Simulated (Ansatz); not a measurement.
**Ge: element swaps in one structure**

An exercise on one series of results from a longer session: the logs are not shown, and one member is left open.

Program: Ansatz 0.2.0. Level of theory: DFT PBEsol, scalar-relativistic, plane waves, PAW. These are calculated values, not measurements.

2 further runs of the same task are left out: 2 set aside as unsound or not needed.

## Starting point

Symmetry: P6_3/mmc, No. 194, hexagonal system. The conventional cell has a = 3.997 Å, b = 3.997 Å, c = 6.596 Å, α = 90.00°, β = 90.00°, γ = 120.00°. Around Ge (site symmetry 3m) lie 4 Ge at 2.45 to 2.47 Å.

As a file:

```xyz
4
Lattice="3.9970 0.0000 0.0000 -1.9985 3.4615 0.0000 0.0000 0.0000 6.5964" Properties=species:S:1:pos:R:3 pbc="T T T"
Ge    1.9985    1.1538    0.4150
Ge    0.0000    2.3077    3.7132
Ge    1.9985    1.1538    2.8832
Ge    0.0000    2.3077    6.1814
```

It goes back to an entry of the Materials Project, which need not be the stable form.

It is the result of an earlier relaxation at this level (volume 22.82 Å³/atom; gap on the mesh: none (metal)).

Set-up of the first run:

Input file input.yaml:

```yaml
crystal:
  lattice:
    - [4.5607171952, 0.0, 0.0]
    - [-2.2803585976, 3.9496969505, 0.0]
    - [0.0, 0.0, 7.5267445079]
  atoms:
    - { symbol: Pb, position: [0.6666666667, 0.3333333333, 0.0629118566] }
    - { symbol: Pb, position: [0.3333333333, 0.6666666667, 0.5629118566] }
    - { symbol: Pb, position: [0.6666666667, 0.3333333333, 0.4370881434] }
    - { symbol: Pb, position: [0.3333333333, 0.6666666667, 0.9370881434] }
basis:
  ecutwfc: 420
kpoints:
  mp_grid: { grid: [6, 6, 4] }
hamiltonian:
  xc: pbesol
scf:
  occupations: { method: gaussian, width: 0.1 }
output:
  forces: true
  stress: true
  eigenvalues: true
```

On the command line:

```bash
> ansatz run input.yaml --threads 1 --pin off --max-ram 2560MiB --backend cpu --events-out ev --progress --plain --runs-dir out
```

Among the steps run: A first look at the start (Pb); Coarse relaxation (Pb); The relaxation (Pb); A first look at the start (Si); The relaxation (Si); Band edges over the zone (Si).

One of the session's tables, all rows but one given; the rest of the session is left out.

Lengths are those of the vectors of the cell that was run:

| swap | volume (Å³/atom) | a (Å) | b (Å) | c (Å) |
| --- | --- | --- | --- | --- |
| none | 22.82 | 3.997 | 3.997 | 6.596 |
| Ge → Ga | 22.21 | 4.353 | 4.353 | 5.414 |
| Ge → Sn | 34.89 | 4.610 | 4.610 | 7.580 |
| Ge → Pb | ? | ? | ? | ? |
| Ge → Si | 20.03 | 3.825 | 3.825 | 6.325 |

Q: Estimate the row for Ge → Pb from the others.

As computed: volume (Å³/atom): 41.16; a (Å): 4.868; b (Å): 4.868; c (Å): 8.022. In the column «volume (Å³/atom)» it is the highest.

Lengths are those of the computed cell. Rows of earlier swaps come from the sessions before.
